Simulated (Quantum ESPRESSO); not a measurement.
# Si (Pm-3m) in Quantum ESPRESSO: further runs, part 2 of 3

Quantum ESPRESSO 7.5.

### Step 3. Wannier functions, PBE

File pw.in:

```
&CONTROL
  calculation = 'scf'
  prefix = 'pwscf'
  outdir = './tmp'
  pseudo_dir = './pseudo'
  tprnfor = .true.
  tstress = .true.
  disk_io = 'low'
/
&SYSTEM
  ibrav = 0
  nat = 1
  ntyp = 1
  ecutwfc = 45
  ecutrho = 360
  nbnd = 7
  occupations = 'smearing'
  smearing = 'fd'
  degauss = 0.00367493
/
&ELECTRONS
  conv_thr = 2d-10
  electron_maxstep = 120
  mixing_beta = 0.5
/
ATOMIC_SPECIES
Si    28.0850 si_pbe_v1.uspp.F.UPF
CELL_PARAMETERS bohr
   4.7849944174    0.0000000000    0.0000000000
   0.0000000000    4.7849944174    0.0000000000
   0.0000000000    0.0000000000    4.7849944174
ATOMIC_POSITIONS bohr
Si     2.3924972087    2.3924972087    2.3924972087
K_POINTS automatic
10 10 10 0 0 0
```

nscf.in is that of step 2.

File pw2wan.in:

```
&INPUTPP
  prefix = 'pwscf'
  outdir = './tmp'
  seedname = 'w'
  write_mmn = .true.
  write_amn = .true.
/
```

bands.in is that of step 2.

Changes to w.win since step 2:

```diff
@@ -7,3 +7,3 @@
 dis_conv_tol = 1.0d-9
-num_iter = 1200
+num_iter = 0
 conv_tol = 1.0d-8
```

Potentials or basis: GBRV 1.5 PBE.

Launch:

```bash
$ OMP_NUM_THREADS=1 pw.x -in pw.in > pw.out
$ OMP_NUM_THREADS=1 pw.x -in nscf.in > nscf.out
$ wannier90.x -pp w
$ OMP_NUM_THREADS=1 pw2wannier90.x -in pw2wan.in > pw2wan.out
$ wannier90.x w
$ OMP_NUM_THREADS=1 pw.x -in bands.in > bands.out
```

pw.out:

```text
This program is part of the open-source Quantum ESPRESSO suite
     for quantum simulation of materials; please cite
[... 9 lines left out ...]
     --------------------
     sticks:   dense  smooth     PW     G-vecs:    dense   smooth      PW
     Sum         665     333    109                12557     4457     895

     Using Slab Decomposition

     bravais-lattice index     =            0
     lattice parameter (alat)  =       4.7850  a.u.
     unit-cell volume          =     109.5581 (a.u.)^3
     number of atoms/cell      =            1
     number of atomic types    =            1
     number of electrons       =         4.00
     number of Kohn-Sham states=            7
     kinetic-energy cutoff     =      45.0000  Ry
     charge density cutoff     =     360.0000  Ry
     scf convergence threshold =      2.0E-10
     mixing beta               =       0.5000
     number of iterations used =            8  plain     mixing
     Exchange-correlation= SLA  PW   PBE  PBE
                           (   1   4   3   4   0   0   0)

     celldm(1)=   4.784994  celldm(2)=   0.000000  celldm(3)=   0.000000
     celldm(4)=   0.000000  celldm(5)=   0.000000  celldm(6)=   0.000000

     crystal axes: (cart. coord. in units of alat)
               a(1) = (   1.000000   0.000000   0.000000 )
               a(2) = (   0.000000   1.000000   0.000000 )
               a(3) = (   0.000000   0.000000   1.000000 )

     reciprocal axes: (cart. coord. in units 2 pi/alat)
               b(1) = (  1.000000  0.000000  0.000000 )
               b(2) = (  0.000000  1.000000  0.000000 )
               b(3) = (  0.000000  0.000000  1.000000 )

     PseudoPot. # 1 for Si read from file:
     si_pbe_v1.uspp.F.UPF
     Pseudo is Ultrasoft + core correction, Zval =  4.0
     Generated by new atomic code, or converted to UPF format
     Using radial grid of  899 points,  6 beta functions with:
                l(1) =   0
                l(2) =   0
                l(3) =   1
                l(4) =   1
                l(5) =   2
                l(6) =   2
     Q(r) pseudized with  8 coefficients,  rinner =    0.900   0.900   0.900
                                                       0.900   0.900

     atomic species   valence    mass     pseudopotential
     Si                4.00    28.08500     Si( 1.00)

     48 Sym. Ops., with inversion, found

   Cartesian axes

     site n.     atom                  positions (alat units)
         1        Si     tau(   1) = (   0.5000000   0.5000000   0.5000000  )

     number of k points=    56  Fermi-Dirac smearing, width (Ry)=  0.0037
                       cart. coord. in units 2pi/alat
        k(    1) = (   0.0000000   0.0000000   0.0000000), wk =   0.0020000
        k(    2) = (   0.0000000   0.0000000   0.1000000), wk =   0.0120000
        k(    3) = (   0.0000000   0.0000000   0.2000000), wk =   0.0120000
        k(    4) = (   0.0000000   0.0000000   0.3000000), wk =   0.0120000
        k(    5) = (   0.0000000   0.0000000   0.4000000), wk =   0.0120000
        k(    6) = (   0.0000000   0.0000000  -0.5000000), wk =   0.0060000
[... 48 lines left out ...]
        k(   55) = (   0.4000000  -0.5000000  -0.5000000), wk =   0.0120000
        k(   56) = (  -0.5000000  -0.5000000  -0.5000000), wk =   0.0020000

     Dense  grid:    12557 G-vectors     FFT dimensions: (  30,  30,  30)

     Smooth grid:     4457 G-vectors     FFT dimensions: (  24,  24,  24)

     Initial potential from superposition of free atoms

     starting charge       3.9993, renormalised to       4.0000
     Starting wfcs are    4 randomized atomic wfcs +    3 random wfcs

     Self-consistent Calculation

     iteration #  1     ecut=    45.00 Ry     beta= 0.50
     Davidson diagonalization with overlap
     ethr =  1.00E-02,  avg # of iterations =  6.1

     Threshold (ethr) on eigenvalues was too large:
     Diagonalizing with lowered threshold

     Davidson diagonalization with overlap
     ethr =  8.35E-05,  avg # of iterations =  2.7

     total energy              =      -9.57335323 Ry
     estimated scf accuracy    <       0.00326800 Ry

     iteration #  2     ecut=    45.00 Ry     beta= 0.50
     Davidson diagonalization with overlap
     ethr =  8.17E-05,  avg # of iterations =  1.0
[... 22 lines left out ...]
     total energy              =      -9.57355469 Ry
     estimated scf accuracy    <          4.5E-10 Ry

     iteration #  6     ecut=    45.00 Ry     beta= 0.50
     Davidson diagonalization with overlap
     ethr =  1.14E-11,  avg # of iterations =  2.2

     End of self-consistent calculation

          k = 0.0000 0.0000 0.0000 (   587 PWs)   bands (ev):

    -4.4722  16.1491  16.1491  16.3646  16.3646  16.3646  24.3474

          k = 0.0000 0.0000 0.1000 (   559 PWs)   bands (ev):

    -4.2508  12.8198  16.3271  16.5478  16.5478  19.3311  25.1800

          k = 0.0000 0.0000 0.2000 (   554 PWs)   bands (ev):
[... 205 lines left out ...]
     6.8693   7.9519   9.6441  13.2548  14.2334  14.2932  16.3069

          k = 0.4000-0.5000-0.5000 (   568 PWs)   bands (ev):

     8.3649   8.6069   8.6069  13.1811  13.4345  14.9025  14.9025

          k =-0.5000-0.5000-0.5000 (   552 PWs)   bands (ev):

     9.2446   9.2446   9.2446  12.2092  13.8420  13.8420  13.8420

     the Fermi energy is     8.6800 ev

!    total energy              =      -9.57355469 Ry
     estimated scf accuracy    <          7.0E-12 Ry
     smearing contrib. (-TS)   =      -0.00009384 Ry
     internal energy E=F+TS    =      -9.57346085 Ry

     The total energy is F=E-TS. E is the sum of the following terms:
     one-electron contribution =       4.08229543 Ry
     hartree contribution      =       0.14006301 Ry
     xc contribution           =      -4.30850212 Ry
     ewald contribution        =      -9.48731717 Ry

     convergence has been achieved in   6 iterations

     Forces acting on atoms (cartesian axes, Ry/au):

     atom    1 type  1   force =     0.00000000    0.00000000    0.00000000

     Total force =     0.000000     Total SCF correction =     0.000000

     Computing stress (Cartesian axis) and pressure

          total   stress  (Ry/bohr**3)                   (kbar)     P=        1.80
   0.00001224   0.00000000   0.00000000            1.80        0.00        0.00
   0.00000000   0.00001224   0.00000000            0.00        1.80        0.00
   0.00000000   0.00000000   0.00001224            0.00        0.00        1.80

=------------------------------------------------------------------------------=
   JOB DONE.
=------------------------------------------------------------------------------=
```

Wall time 40 s (1 thread of Arm Neoverse V1, shared host); peak memory 0.09 GiB.

What came out:

```yaml
Free_energy: -130.2548 eV
Pressure: 0.2 GPa
Band_gap_on_the_k_mesh: none (metal or under the smearing width)
Total_Wannier_spread: 6.33 Å² over 4 functions
RMS_miss_of_the_Wannier_bands: 0.166 eV
```

Levels at the corners of the path, in eV from the Fermi level:
| point | band 1 | band 2 | band 3 | band 4 | band 5 |
| --- | --- | --- | --- | --- | --- |
| Γ | -13.15 | 7.47 | 7.47 | 7.68 | 7.68 |
| X | -8.57 | -6.49 | 10.08 | 11.05 | 11.05 |
| M | -3.46 | -2.85 | -2.85 | 1.53 | 14.30 |
| Γ | -13.15 | 7.47 | 7.47 | 7.68 | 7.68 |
| R | 0.56 | 0.56 | 0.56 | 3.53 | 5.16 |
| X | -8.57 | -6.49 | 10.08 | 11.05 | 11.05 |
| M | -3.46 | -2.85 | -2.85 | 1.53 | 14.30 |
| R | 0.56 | 0.56 | 0.56 | 3.53 | 5.16 |

Wannier functions:
| function | nearest atom | distance (Å) | spread (Å²) | on-site energy from the reference level (eV) |
| --- | --- | --- | --- | --- |
| 1 | 1 Si | 0.00 | 1.43 | -4.24 |
| 2 | 1 Si | 0.00 | 1.63 | 2.52 |
| 3 | 1 Si | 0.00 | 1.63 | 2.52 |
| 4 | 1 Si | 0.00 | 1.63 | 2.52 |

Parts of the spread (Å²): invariant 4.09, diagonal 0.000, off-diagonal 2.24, total 6.33. Against the direct bands the interpolation misses by 166 meV (root mean square) and 1179 meV at most, for states up to 1 eV over the reference level.

### Step 4. Wannier functions, PBE

pw.in is that of step 3.

nscf.in is that of step 3.

pw2wan.in, as its differences from that of step 3:

```diff
@@ -6,2 +6,6 @@
   write_amn = .true.
+  scdm_proj = .true.
+  scdm_entanglement = 'erfc'
+  scdm_mu = 10.68
+  scdm_sigma = 3
 /
```

bands.in is that of step 3.

Changes to w.win since step 3:

```diff
@@ -2,8 +2,5 @@
 num_bands = 11
-guiding_centres = true
-dis_froz_max = 9.68
-dis_num_iter = 600
-dis_mix_ratio = 0.5
-dis_conv_tol = 1.0d-9
-num_iter = 0
+auto_projections = true
+dis_num_iter = 0
+num_iter = 1200
 conv_tol = 1.0d-8
@@ -15,5 +12,2 @@
 mp_grid = 6 6 6
-begin projections
-Si: s;p
-end projections
 begin unit_cell_cart
```

Potentials or basis: GBRV 1.5 PBE.

Launch:

```bash
$ OMP_NUM_THREADS=1 pw.x -in pw.in > pw.out
$ OMP_NUM_THREADS=1 pw.x -in nscf.in > nscf.out
$ wannier90.x -pp w
$ OMP_NUM_THREADS=1 pw2wannier90.x -in pw2wan.in > pw2wan.out
$ wannier90.x w
$ OMP_NUM_THREADS=1 pw.x -in bands.in > bands.out
```

pw.out:

```text
This program is part of the open-source Quantum ESPRESSO suite
     for quantum simulation of materials; please cite
[... 9 lines left out ...]
     --------------------
     sticks:   dense  smooth     PW     G-vecs:    dense   smooth      PW
     Sum         665     333    109                12557     4457     895

     Using Slab Decomposition

     bravais-lattice index     =            0
     lattice parameter (alat)  =       4.7850  a.u.
     unit-cell volume          =     109.5581 (a.u.)^3
     number of atoms/cell      =            1
     number of atomic types    =            1
     number of electrons       =         4.00
     number of Kohn-Sham states=            7
     kinetic-energy cutoff     =      45.0000  Ry
     charge density cutoff     =     360.0000  Ry
     scf convergence threshold =      2.0E-10
     mixing beta               =       0.5000
     number of iterations used =            8  plain     mixing
     Exchange-correlation= SLA  PW   PBE  PBE
                           (   1   4   3   4   0   0   0)

     celldm(1)=   4.784994  celldm(2)=   0.000000  celldm(3)=   0.000000
     celldm(4)=   0.000000  celldm(5)=   0.000000  celldm(6)=   0.000000

     crystal axes: (cart. coord. in units of alat)
               a(1) = (   1.000000   0.000000   0.000000 )
               a(2) = (   0.000000   1.000000   0.000000 )
               a(3) = (   0.000000   0.000000   1.000000 )

     reciprocal axes: (cart. coord. in units 2 pi/alat)
               b(1) = (  1.000000  0.000000  0.000000 )
               b(2) = (  0.000000  1.000000  0.000000 )
               b(3) = (  0.000000  0.000000  1.000000 )

     PseudoPot. # 1 for Si read from file:
     si_pbe_v1.uspp.F.UPF
     Pseudo is Ultrasoft + core correction, Zval =  4.0
     Generated by new atomic code, or converted to UPF format
     Using radial grid of  899 points,  6 beta functions with:
                l(1) =   0
                l(2) =   0
                l(3) =   1
                l(4) =   1
                l(5) =   2
                l(6) =   2
     Q(r) pseudized with  8 coefficients,  rinner =    0.900   0.900   0.900
                                                       0.900   0.900

     atomic species   valence    mass     pseudopotential
     Si                4.00    28.08500     Si( 1.00)

     48 Sym. Ops., with inversion, found

   Cartesian axes

     site n.     atom                  positions (alat units)
         1        Si     tau(   1) = (   0.5000000   0.5000000   0.5000000  )

     number of k points=    56  Fermi-Dirac smearing, width (Ry)=  0.0037
                       cart. coord. in units 2pi/alat
        k(    1) = (   0.0000000   0.0000000   0.0000000), wk =   0.0020000
        k(    2) = (   0.0000000   0.0000000   0.1000000), wk =   0.0120000
        k(    3) = (   0.0000000   0.0000000   0.2000000), wk =   0.0120000
        k(    4) = (   0.0000000   0.0000000   0.3000000), wk =   0.0120000
        k(    5) = (   0.0000000   0.0000000   0.4000000), wk =   0.0120000
        k(    6) = (   0.0000000   0.0000000  -0.5000000), wk =   0.0060000
[... 48 lines left out ...]
        k(   55) = (   0.4000000  -0.5000000  -0.5000000), wk =   0.0120000
        k(   56) = (  -0.5000000  -0.5000000  -0.5000000), wk =   0.0020000

     Dense  grid:    12557 G-vectors     FFT dimensions: (  30,  30,  30)

     Smooth grid:     4457 G-vectors     FFT dimensions: (  24,  24,  24)

     Initial potential from superposition of free atoms

     starting charge       3.9993, renormalised to       4.0000
     Starting wfcs are    4 randomized atomic wfcs +    3 random wfcs

     Self-consistent Calculation

     iteration #  1     ecut=    45.00 Ry     beta= 0.50
     Davidson diagonalization with overlap
     ethr =  1.00E-02,  avg # of iterations =  6.1

     Threshold (ethr) on eigenvalues was too large:
     Diagonalizing with lowered threshold

     Davidson diagonalization with overlap
     ethr =  8.35E-05,  avg # of iterations =  2.7

     total energy              =      -9.57335323 Ry
     estimated scf accuracy    <       0.00326800 Ry

     iteration #  2     ecut=    45.00 Ry     beta= 0.50
     Davidson diagonalization with overlap
     ethr =  8.17E-05,  avg # of iterations =  1.0
[... 22 lines left out ...]
     total energy              =      -9.57355469 Ry
     estimated scf accuracy    <          4.5E-10 Ry

     iteration #  6     ecut=    45.00 Ry     beta= 0.50
     Davidson diagonalization with overlap
     ethr =  1.14E-11,  avg # of iterations =  2.2

     End of self-consistent calculation

          k = 0.0000 0.0000 0.0000 (   587 PWs)   bands (ev):

    -4.4722  16.1491  16.1491  16.3646  16.3646  16.3646  24.3474

          k = 0.0000 0.0000 0.1000 (   559 PWs)   bands (ev):

    -4.2508  12.8198  16.3271  16.5478  16.5478  19.3311  25.1800

          k = 0.0000 0.0000 0.2000 (   554 PWs)   bands (ev):
[... 205 lines left out ...]
     6.8693   7.9519   9.6441  13.2548  14.2334  14.2932  16.3069

          k = 0.4000-0.5000-0.5000 (   568 PWs)   bands (ev):

     8.3649   8.6069   8.6069  13.1811  13.4345  14.9025  14.9025

          k =-0.5000-0.5000-0.5000 (   552 PWs)   bands (ev):

     9.2446   9.2446   9.2446  12.2092  13.8420  13.8420  13.8420

     the Fermi energy is     8.6800 ev

!    total energy              =      -9.57355469 Ry
     estimated scf accuracy    <          7.0E-12 Ry
     smearing contrib. (-TS)   =      -0.00009384 Ry
     internal energy E=F+TS    =      -9.57346085 Ry

     The total energy is F=E-TS. E is the sum of the following terms:
     one-electron contribution =       4.08229543 Ry
     hartree contribution      =       0.14006301 Ry
     xc contribution           =      -4.30850212 Ry
     ewald contribution        =      -9.48731717 Ry

     convergence has been achieved in   6 iterations

     Forces acting on atoms (cartesian axes, Ry/au):

     atom    1 type  1   force =     0.00000000    0.00000000    0.00000000

     Total force =     0.000000     Total SCF correction =     0.000000

     Computing stress (Cartesian axis) and pressure

          total   stress  (Ry/bohr**3)                   (kbar)     P=        1.80
   0.00001224   0.00000000   0.00000000            1.80        0.00        0.00
   0.00000000   0.00001224   0.00000000            0.00        1.80        0.00
   0.00000000   0.00000000   0.00001224            0.00        0.00        1.80

=------------------------------------------------------------------------------=
   JOB DONE.
=------------------------------------------------------------------------------=
```

Run time: 30 s. Hardware: 1 thread of Arm Neoverse V1, shared host; peak memory 0.09 GiB.

Results:

```
Free energy                   : -130.2548 eV
Pressure                      : 0.2 GPa
Band gap on the k mesh        : none (metal or under the smearing width)
Total Wannier spread          : 14.00 Å² over 4 functions
RMS miss of the Wannier bands : 0.108 eV
```

Levels at the corners of the path, in eV from the Fermi level:
| point | band 1 | band 2 | band 3 | band 4 | band 5 | band 6 | band 7 |
| --- | --- | --- | --- | --- | --- | --- | --- |
| Γ | -13.15 | 7.47 | 7.47 | 7.68 | 7.68 | 7.68 | 15.67 |
| X | -8.57 | -6.49 | 10.08 | 11.05 | 11.05 | 14.56 | 14.56 |
| M | -3.46 | -2.85 | -2.85 | 1.53 | 14.30 | 17.15 | 17.15 |
| Γ | -13.15 | 7.47 | 7.47 | 7.68 | 7.68 | 7.68 | 15.67 |
| R | 0.56 | 0.56 | 0.56 | 3.53 | 5.16 | 5.16 | 5.16 |
| X | -8.57 | -6.49 | 10.08 | 11.05 | 11.05 | 14.56 | 14.56 |
| M | -3.46 | -2.85 | -2.85 | 1.53 | 14.30 | 17.15 | 17.15 |
| R | 0.56 | 0.56 | 0.56 | 3.53 | 5.16 | 5.16 | 5.16 |

Wannier functions:
| function | nearest atom | distance (Å) | spread (Å²) | on-site energy from the reference level (eV) |
| --- | --- | --- | --- | --- |
| 1 | 1 Si | 0.78 | 3.30 | -0.21 |
| 2 | 1 Si | 0.86 | 4.03 | 0.55 |
| 3 | 1 Si | 0.69 | 3.86 | 0.64 |
| 4 | 1 Si | 0.76 | 2.81 | -1.60 |

Parts of the spread (Å²): invariant 9.02, diagonal 0.807, off-diagonal 4.17, total 14.00. Against the direct bands the interpolation misses by 108 meV (root mean square) and 397 meV at most, for states up to 1 eV over the reference level.

(Part 2 of 3 ends here.)
